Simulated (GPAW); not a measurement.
# CdS (Greenockite) (P6_3mc) in GPAW: further runs

Aim: see how the results for CdS (Greenockite) move with the level of theory and the settings. Levels: PBE, LDA, PBEsol, r2SCAN. Tasks: band structure.

Program: GPAW 26.7.0. These are calculated values, not measurements. Logs are shortened: lines on timing, memory, paths and dates and some standing lists are left out, and cuts for length are marked. The log counts tension as positive stress, the text compression.

**Experimental background.**

From “Isotope dependence of band-gap energy”, 2008, arxiv:0807.2152, for a bulk crystal of CdS: band gap 2.5809 ± 0.0002 eV.

The results are compared with them further down.

## Step 1: Starting point

Symmetry: P6_3mc, No. 186, hexagonal system. The conventional cell has a = 4.150 Å, b = 4.150 Å, c = 6.737 Å, α = 90.00°, β = 90.00°, γ = 120.00°. Cd (site symmetry 3m) has 4 S at 2.53 to 2.54 Å as nearest neighbours. Around S (site symmetry 3m) lie 4 Cd at 2.53 to 2.54 Å.

## Step 2: Band structure, PBE, spin-orbit coupling, no magnetisation

File run.py:

```python
import numpy as np
from ase.dft.bandgap import bandgap
from ase.io import read, write
from ase.units import GPa
from gpaw import GPAW, PW
from gpaw.spinorbit import soc_eigenstates

atoms = read('CdS.xyz')

calc = GPAW(mode=PW(600),
            xc='PBE',
            kpts={'size': (5, 5, 3), 'gamma': True},
            occupations={'name': 'fermi-dirac', 'width': 0.05},
            nbands=31,
            convergence={'density': 1e-05, 'energy': 1e-05},
            maxiter=150,
            txt='gpaw.txt')
atoms.calc = calc
energy = atoms.get_potential_energy()
forces = atoms.get_forces()
stress = atoms.get_stress()
calc.write('gs.gpw')
write('result.traj', atoms)
print(f'Energy: {energy:.6f} eV')
print('Forces (eV/A):')
print(forces.round(4))
print('Stress (GPa):', (stress / GPa).round(3))
print('Fermi level:', round(calc.get_fermi_level(), 4), 'eV')
print(f'Gap: {bandgap(calc)[0]:.4f} eV, direct: {bandgap(calc, direct=True)[0]:.4f} eV')

path = atoms.cell.bandpath('GMKGALHA,LM,KH', npoints=100, eps=1e-4)
bs_calc = calc.fixed_density(kpts=path, symmetry='off', nbands=51,
                             convergence={'bands': 'CBM+6.0', 'eigenstates': 1e-6}, txt='bands.txt')
bs = bs_calc.band_structure()
bs.write('bs.json')
print(f'Gap on the path: {bandgap(bs_calc)[0]:.4f} eV')

soc = soc_eigenstates(bs_calc, theta=90, phi=45)
np.savetxt('soc_bands.dat', soc.eigenvalues(), fmt='%.4f')
mesh = soc_eigenstates('gs.gpw', theta=90, phi=45)
np.savetxt('soc_mesh.dat', mesh.eigenvalues(), fmt='%.4f')
print('Fermi level with spin-orbit coupling:', round(mesh.fermi_level, 4), 'eV')
```

File CdS.xyz:

```xyz
4
Lattice="4.1500000000 0.0000000000 0.0000000000 -2.0750000000 3.5940054257 0.0000000000 0.0000000000 0.0000000000 6.7370000000" Properties=species:S:1:pos:R:3 pbc="T T T"
Cd     2.0750000002      1.1980018084      3.3685000000
Cd    -0.0000000002      2.3960036173      0.0000000000
S      2.0750000002      1.1980018084      5.8948750000
S     -0.0000000002      2.3960036173      2.5263750000
```

Potentials or basis: GPAW PAW data sets (gpaw-data 1.2.1), pw.

On the command line:

```sh
OMP_NUM_THREADS=1 python run.py
```

gpaw.txt:

```text
__  _  _
 | _ |_)|_||  |
 |__||  | ||/\| - 26.7.0

Input parameters:
  mode=PW(ecut=600.0),
  convergence={'density': 1e-05, 'energy': 1e-05},
  kpts=MonkhorstPack(size=(5, 5, 3), gamma=True),
  maxiter=150,
  nbands=31,
  occupations=Occupations(name='fermi-dirac', width=0.05),
  xc=XC(name='PBE')

Diagonalizing LCAO Hamiltonian
Converting LCAO to pw mode

            S

            Cd
        S

        Cd

Atoms  # Å, Bohr magnetons
|   | symbol |         x |        y |        z |    initial magnetic moments |
|---|--------|-----------|----------|----------|-----------------------------|
| 0 |     Cd |  2.075000 | 1.198002 | 3.368500 | ( 0.0000,  0.0000,  0.0000) |
| 1 |     Cd | -0.000000 | 2.396004 | 0.000000 | ( 0.0000,  0.0000,  0.0000) |
| 2 |      S |  2.075000 | 1.198002 | 5.894875 | ( 0.0000,  0.0000,  0.0000) |
| 3 |      S | -0.000000 | 2.396004 | 2.526375 | ( 0.0000,  0.0000,  0.0000) |

Unit cell  # Å
| periodic |         x |        y |        z |  lengths |     angles |
|----------|-----------|----------|----------|----------|------------|
|      yes |  4.150000 | 0.000000 | 0.000000 | 4.150000 |  90.000000 |
|      yes | -2.075000 | 3.594005 | 0.000000 | 4.150000 |  90.000000 |
|      yes |  0.000000 | 0.000000 | 6.737000 | 6.737000 | 120.000000 |

Number of symmetries: 6
Symmetry operations  # r_c * U_cc + t_c -> r_c
|   | kind |            matrix            |
|---|------|------------------------------|
| 0 |  σ   |  1, 1, 0,  0,-1, 0,  0, 0, 1 |
| 1 |  E   |  1, 0, 0,  0, 1, 0,  0, 0, 1 |
| 2 |  C3  |  0, 1, 0, -1,-1, 0,  0, 0, 1 |
| 3 |  σ   |  0,-1, 0, -1, 0, 0,  0, 0, 1 |
| 4 |  σ   | -1, 0, 0,  1, 1, 0,  0, 0, 1 |
| 5 |  C3  | -1,-1, 0,  1, 0, 0,  0, 0, 1 |

BZ-sampling:
  Number of BZ points: 75
  Number of IBZ points: 12

  Monkhorst-Pack size: [5, 5, 3]
  Monkhorst-Pack shift: [0, 0, 0]

K-points  # in reciprocal-cell coordinates
|     |                                coordinates |     weight |
|-----|--------------------------------------------|------------|
|   0 | (  0.00000000,   0.00000000,   0.00000000) | 0.01333333 |
|   1 | (  0.00000000,   0.00000000,   0.33333333) | 0.02666667 |
|   2 | (  0.20000000,   0.00000000,  -0.33333333) | 0.08000000 |
|   3 | (  0.20000000,   0.00000000,   0.00000000) | 0.08000000 |
|   4 | (  0.20000000,   0.00000000,   0.33333333) | 0.08000000 |
|   5 | (  0.40000000,  -0.20000000,   0.00000000) | 0.08000000 |
|   6 | (  0.40000000,  -0.20000000,   0.33333333) | 0.16000000 |
|   7 | (  0.40000000,   0.00000000,  -0.33333333) | 0.08000000 |
|   8 | (  0.40000000,   0.00000000,   0.00000000) | 0.08000000 |
|   9 | (  0.40000000,   0.00000000,   0.33333333) | 0.08000000 |
| ... |                                            |            |
|  11 | (  0.40000000,   0.40000000,   0.33333333) | 0.16000000 |

Plane wave coefficients: 3372
Cutoff: 600.0 eV

Spin-components: 1 (collinear spins)
Bands:           31
Projectors:      22
Spin-degeneracy: 2
Datatype:        complex128

Parallelization:
  kpt:    1
  domain: 1
  band:   1

Density:
  Valence electrons: 36.0
  Components: 1
  Grid points: [24 24 40]
  Charge: 0.0  # |e|

Potential:
  Grid points: [24 24 40]

species:
  Cd:
    name:    Cadmium
    Z:       48.0
    valence: 12
    core:    36
    charge:  0.0  # [|e|]
    compensation charges:
      type: gauss
      rc: 0.38  # [Å]
      lmax: 2
    cutoffs:
      filter: 2.12  # [Å]
      core: 2.62  # [Å]
    projectors
    | kind |    occ | energy [eV] | rcut [Å] |
    |------|--------|-------------|----------|
    |   5s |  2.000 |      -5.655 |    1.191 |
    |   5p |  0.000 |      -1.186 |    1.228 |
    |   4d | 10.000 |     -11.739 |    1.164 |
    |    s |        |      21.556 |    1.191 |
    |    p |        |      26.026 |    1.228 |
    |    d |        |      15.473 |    1.164 |

    Using partial waves for Cd as LCAO basis

  S:
    name:    Sulfur
    Z:       16.0
    valence: 6
    core:    10
    charge:  0.0  # [|e|]
    compensation charges:
      type: gauss
      rc: 0.24  # [Å]
      lmax: 2
    cutoffs:
      filter: 1.77  # [Å]
      core: 1.66  # [Å]
    projectors
    | kind |    occ | energy [eV] | rcut [Å] |
    |------|--------|-------------|----------|
    |   3s |  2.000 |     -17.254 |    0.974 |
    |   3p |  4.000 |      -7.008 |    0.979 |
    |    s |        |       9.957 |    0.974 |
    |    p |        |      20.203 |    0.979 |
    |    d |        |       0.000 |    0.900 |

    Using partial waves for S as LCAO basis

Reference energy: -326061.476468  # eV

eigensolver:
  PPCG
  Converge bands: occupied
  niter=2

density mixing:
  MSR1-Mixer
  Pratt-step length: 0.05
  Maximum mixing coefficient: 0.75
  Old densities: 10
  SVD Regularization: 0.005
  Good broyden scale: 1.0
  Trust region scale: 1.0
  Backstep threshold: 4.0
  History deletion threshold: 6.0
  Fourier metric: weight=20.0, sigma=0.015

occupation numbers:
  Fermi-Dirac:
    width: 0.0500  # eV

poisson solver:
  ecut: 4800.0  # eV

xc functional:
  name: PBE with 2 nearest neighbor stencil

convergence criteria:
- Maximum integral of absolute [dens]ity change: 1e-05 electrons / valence electron
- Maximum [total energy] change in last 3 cyles: 1e-05 eV / valence electron
- Maximum integral of absolute [eigenst]ate change: 4e-08 eV^2 / valence electron
maximum number of iterations: 150

SCF iterations
|iter     | |      energy | eigst |  dens |
|---------|-|-------------|-------|-------|
|iter:   1| |  -13.693162 | -0.40 |       |
|iter:   2| |  -13.466982 | -2.11 | -1.12 |
|iter:   3| |  -12.675165 | -1.36 | -1.16 |
|iter:   4| |  -12.671235 | -3.22 | -1.73 |
|iter:   5| |  -12.670498 | -3.62 | -2.16 |
|iter:   6| |  -12.670602 | -4.97 | -2.87 |
|iter:   7| |  -12.670616c| -6.20 | -3.48 |
|iter:   8| |  -12.670615c| -7.13 | -4.22 |
|iter:   9| |  -12.670615c| -7.78c| -4.77 |
|iter:  10| |  -12.670615c| -8.31c| -5.28c|

Converged in 10 steps
Energy contributions relative to reference atoms: (reference = -326061.476468)

Energy contributions:
  Kinetic:          37.085195
  Coulomb:         -33.588512
  Zero:              0.288834
  External:          0.000000
  Xc:              -16.456132
  Entropy:          -0.000000
  Spinorbit:         0.000000
  ----------------------------
  Free energy:     -12.670615
  Extrapolated:    -12.670615

dipole moment: (-0.000012, -0.000015, -18.993870)  # |e|*Ang

Fermi level: 4.078
Eigenvalues  # (at kpt = [0.000, 0.000, 0.000])
| band index |      eig [eV] | occ [0-2] |
|------------|---------------|-----------|
|          0 |        -8.847 |     2.000 |
|        ... |               |           |
|         10 |        -3.654 |     2.000 |
|         11 |        -3.320 |     2.000 |
|         12 |        -0.881 |     2.000 |
|         13 |         2.702 |     2.000 |
|         14 |         2.702 |     2.000 |
|         15 |         3.423 |     2.000 |
|         16 |         3.467 |     2.000 |
|         17 |         3.467 |     2.000 |
|         18 |         4.642 |     0.000 |
|         19 |         6.239 |     0.000 |
|         20 |         9.890 |     0.000 |
|         21 |         9.890 |     0.000 |
|         22 |        10.216 |     0.000 |
|         23 |        10.995 |     0.000 |
|         24 |        10.995 |     0.000 |
|         25 |        11.132 |     0.000 |
|        ... |               |           |
|         30 |        14.987 |     0.000 |

Gap: 1.175 eV
Transition (v -> c):
  (s=0, k=0, n=17, [0.00, 0.00, 0.00]) -> (s=0, k=0, n=18, [0.00, 0.00, 0.00])
No difference between direct/indirect transitions

Forces  # eV/Ang
|        x |        y |        z |
|----------|----------|----------|
|  0.00000 | -0.00000 | -0.06444 |  # Cd   0
|  0.00000 |  0.00000 | -0.06410 |  # Cd   1
|  0.00000 |  0.00000 |  0.06443 |  # S    2
| -0.00000 |  0.00000 |  0.06415 |  # S    3

Stress tensor  # eV/Ang^3
|         x |         y |         z |
|-----------|-----------|-----------|
| -0.010252 |  0.000000 |  0.000000 |
|  0.000000 | -0.010252 | -0.000000 |
|  0.000000 | -0.000000 | -0.013966 |

# Writing to gs.gpw (mode='')
```

stdout:

```text
Energy: -12.670615 eV
Forces (eV/A):
[[ 0.     -0.     -0.0644]
 [ 0.      0.     -0.0641]
 [ 0.      0.      0.0644]
 [-0.      0.      0.0642]]
Stress (GPa): [-1.643 -1.643 -2.238 -0.     0.     0.   ]
Fermi level: 4.0779 eV
Gap: 1.1753 eV, direct: 1.1753 eV
Gap on the path: 1.1753 eV
Fermi level with spin-orbit coupling: 4.0809 eV
```

bands.txt:

```text
Diagonalizing LCAO Hamiltonian
Converting LCAO to pw mode
convergence criteria:
- Maximum integral of absolute [eigenst]ate change: 1e-06 eV^2 / valence electron
maximum number of iterations: 150

SCF iterations
|iter     | |      energy | eigst |  dens |
|---------|-|-------------|-------|-------|
|iter:   1| |             | +0.96 |       |
[... 106 lines left out ...]
         [0.33333333, 0.33333333, 0.        ],
         [0.33333333, 0.33333333, 0.07142857],
         [0.33333333, 0.33333333, 0.14285714],
         [0.33333333, 0.33333333, 0.21428571],
         [0.33333333, 0.33333333, 0.28571429],
         [0.33333333, 0.33333333, 0.35714286],
         [0.33333333, 0.33333333, 0.42857143],
         [0.33333333, 0.33333333, 0.5       ]])),
  maxiter=150,
  nbands=51,
  occupations=Occupations(name='fermi-dirac', width=0.05),
  symmetry=Symmetry(point_group=False, time_reversal=False),
  xc=XC(name='PBE')
```

Wall time 2.9 min (1 thread of Arm Neoverse V2, shared host); peak memory 0.62 GiB.

Results:

| Item | Value |
| --- | --- |
| Free energy | -12.6706 eV |
| Pressure | 1.8 GPa |
| Largest force | 0.064 eV/Å |
| Band gap on the k mesh | 1.16 eV, direct |
| Band gap along the path | 1.16 eV, direct |

Forces in eV/Å, atoms in the order of the input:
```
Cd   0.000  0.000 -0.064
Cd   0.000  0.000 -0.064
S    0.000  0.000  0.064
S    0.000  0.000  0.064
```

Levels at the corners of the path, in eV from the valence-band top:
```tsv
point	band 32	band 33	band 34	band 35	band 36	band 37	band 38	band 39	band 40	band 41
Γ	-0.07	-0.02	-0.02	0.00	0.00	1.16	1.16	2.75	2.75	6.17
M	-1.88	-1.30	-1.30	-0.75	-0.75	3.67	3.67	3.86	3.86	5.08
K	-1.85	-1.85	-1.82	-1.61	-1.61	4.63	4.63	5.00	5.04	5.05
Γ	-0.07	-0.02	-0.02	0.00	0.00	1.16	1.16	2.75	2.75	6.17
A	-0.43	-0.39	-0.39	-0.39	-0.39	2.80	2.80	2.80	2.80	6.11
L	-1.36	-1.32	-1.32	-1.32	-1.32	3.45	3.45	3.45	3.45	5.35
H	-2.38	-1.14	-1.14	-1.13	-1.13	4.33	4.33	4.38	4.38	6.02
A	-0.43	-0.39	-0.39	-0.39	-0.39	2.80	2.80	2.80	2.80	6.11
L	-1.36	-1.32	-1.32	-1.32	-1.32	3.45	3.45	3.45	3.45	5.35
M	-1.88	-1.30	-1.30	-0.75	-0.75	3.67	3.67	3.86	3.86	5.08
K	-1.85	-1.85	-1.82	-1.61	-1.61	4.63	4.63	5.00	5.04	5.05
H	-2.38	-1.14	-1.14	-1.13	-1.13	4.33	4.33	4.38	4.38	6.02
```

Caveat: spin-orbit coupling was added after a scalar SCF, so levels and gaps hold it while energy, forces, pressure and moments don't; this program's spin-orbit splittings come out too wide for heavy elements.

## Step 3: Band structure, LDA

File run.py:

```python
from ase.dft.bandgap import bandgap
from ase.io import read, write
from ase.units import GPa
from gpaw import GPAW, PW

atoms = read('CdS.xyz')

calc = GPAW(mode=PW(600),
            xc='LDA',
            kpts={'size': (7, 7, 4), 'gamma': True},
            occupations={'name': 'fermi-dirac', 'width': 0.05},
            nbands=31,
            convergence={'density': 1e-05, 'energy': 1e-05},
            maxiter=150,
            txt='gpaw.txt')
atoms.calc = calc
energy = atoms.get_potential_energy()
forces = atoms.get_forces()
stress = atoms.get_stress()
calc.write('gs.gpw')
write('result.traj', atoms)
print(f'Energy: {energy:.6f} eV')
print('Forces (eV/A):')
print(forces.round(4))
print('Stress (GPa):', (stress / GPa).round(3))
print('Fermi level:', round(calc.get_fermi_level(), 4), 'eV')
print(f'Gap: {bandgap(calc)[0]:.4f} eV, direct: {bandgap(calc, direct=True)[0]:.4f} eV')

path = atoms.cell.bandpath('GMKGALHA,LM,KH', npoints=80, eps=1e-4)
bs_calc = calc.fixed_density(kpts=path, symmetry='off', nbands=51,
                             convergence={'bands': 'CBM+6.0', 'eigenstates': 1e-6}, txt='bands.txt')
bs = bs_calc.band_structure()
bs.write('bs.json')
print(f'Gap on the path: {bandgap(bs_calc)[0]:.4f} eV')
```

CdS.xyz is that of step 2.

Potentials or basis: the program's PAW data sets (release 1.2.1) made for this functional, pw.

On the command line:

```sh
OMP_NUM_THREADS=1 python run.py
```

It took 2.7 min on 1 thread of Arm Neoverse V2, shared host; peak memory 0.54 GiB.

The run converged. Its results:

```yaml
Free_energy: -15.2042 eV
Pressure: -3.3 GPa
Largest_force: 0.061 eV/Å
Band_gap_on_the_k_mesh: 0.89 eV, direct
Band_gap_along_the_path: 0.89 eV, direct
```

Forces in eV/Å, atoms in the order of the input:
```
Cd   0.000  0.000 -0.061
Cd   0.000  0.000 -0.060
S    0.000  0.000  0.061
S    0.000  0.000  0.060
```

Stress tensor (GPa, compression positive):
```
-3.53  0.00  0.00
 0.00 -3.53  0.00
 0.00  0.00 -2.95
```

Levels at the corners of the path, in eV from the valence-band top:
| point | band 16 | band 17 | band 18 | band 19 | band 20 | band 21 |
| --- | --- | --- | --- | --- | --- | --- |
| Γ | -0.05 | 0.00 | 0.00 | 0.89 | 2.52 | 6.23 |
| M | -1.91 | -1.34 | -0.75 | 3.47 | 3.65 | 4.89 |
| K | -1.89 | -1.89 | -1.65 | 4.41 | 4.88 | 4.88 |
| Γ | -0.05 | 0.00 | 0.00 | 0.89 | 2.52 | 6.23 |
| A | -0.41 | -0.41 | -0.41 | 2.58 | 2.58 | 5.93 |
| L | -1.36 | -1.36 | -1.36 | 3.22 | 3.22 | 5.18 |
| H | -2.46 | -1.14 | -1.14 | 4.16 | 4.16 | 5.85 |
| A | -0.41 | -0.41 | -0.41 | 2.58 | 2.58 | 5.93 |
| L | -1.36 | -1.36 | -1.36 | 3.22 | 3.22 | 5.18 |
| M | -1.91 | -1.34 | -0.75 | 3.47 | 3.65 | 4.89 |
| K | -1.89 | -1.89 | -1.65 | 4.41 | 4.88 | 4.88 |
| H | -2.46 | -1.14 | -1.14 | 4.16 | 4.16 | 5.85 |

## Step 4: Band structure, PBEsol

Edit run.py of step 3 so:

```diff
@@ -3,3 +3,5 @@
 from ase.units import GPa
-from gpaw import GPAW, PW
+from gpaw import GPAW, PW, setup_paths
+
+setup_paths.insert(0, '.')
 
@@ -8,3 +10,3 @@
 calc = GPAW(mode=PW(600),
-            xc='LDA',
+            xc='PBEsol',
             kpts={'size': (7, 7, 4), 'gamma': True},
@@ -28,3 +30,3 @@
 
-path = atoms.cell.bandpath('GMKGALHA,LM,KH', npoints=80, eps=1e-4)
+path = atoms.cell.bandpath('GMKGALHA,LM,KH', npoints=60, eps=1e-4)
 bs_calc = calc.fixed_density(kpts=path, symmetry='off', nbands=51,
```

CdS.xyz is that of step 3.

Potentials or basis: PAW data sets generated in the run's folder for this functional, pw.

On the command line:

```sh
gpaw-setup -f PBEsol Cd S
OMP_NUM_THREADS=1 python run.py
```

Run time: 2.2 min. Hardware: 1 thread of Arm Neoverse V2, shared host; peak memory 0.47 GiB.

It converged, with:

```
Free energy             : -14.0390 eV
Pressure                : -1.2 GPa
Largest force           : 0.065 eV/Å
Band gap on the k mesh  : 1.04 eV, direct
Band gap along the path : 1.04 eV, direct
```

Forces in eV/Å, atoms in the order of the input:
```
Cd   0.000  0.000 -0.065
Cd   0.000  0.000 -0.065
S    0.000  0.000  0.064
S    0.000  0.000  0.065
```

Stress tensor (GPa, compression positive):
```
-1.38  0.00  0.00
 0.00 -1.38  0.00
 0.00  0.00 -0.80
```

Levels at the corners of the path, in eV from the valence-band top:
| point | band 16 | band 17 | band 18 | band 19 | band 20 | band 21 |
| --- | --- | --- | --- | --- | --- | --- |
| Γ | -0.05 | 0.00 | 0.00 | 1.04 | 2.65 | 6.32 |
| M | -1.89 | -1.32 | -0.75 | 3.58 | 3.75 | 4.97 |
| K | -1.88 | -1.88 | -1.63 | 4.49 | 4.99 | 4.99 |
| Γ | -0.05 | 0.00 | 0.00 | 1.04 | 2.65 | 6.32 |
| A | -0.40 | -0.40 | -0.40 | 2.71 | 2.71 | 6.03 |
| L | -1.35 | -1.34 | -1.34 | 3.33 | 3.33 | 5.26 |
| H | -2.44 | -1.13 | -1.13 | 4.26 | 4.26 | 5.94 |
| A | -0.40 | -0.40 | -0.40 | 2.71 | 2.71 | 6.03 |
| L | -1.35 | -1.34 | -1.34 | 3.33 | 3.33 | 5.26 |
| M | -1.89 | -1.32 | -0.75 | 3.58 | 3.75 | 4.97 |
| K | -1.88 | -1.88 | -1.63 | 4.49 | 4.99 | 4.99 |
| H | -2.44 | -1.13 | -1.13 | 4.26 | 4.26 | 5.94 |

[end of part 1 of 2]
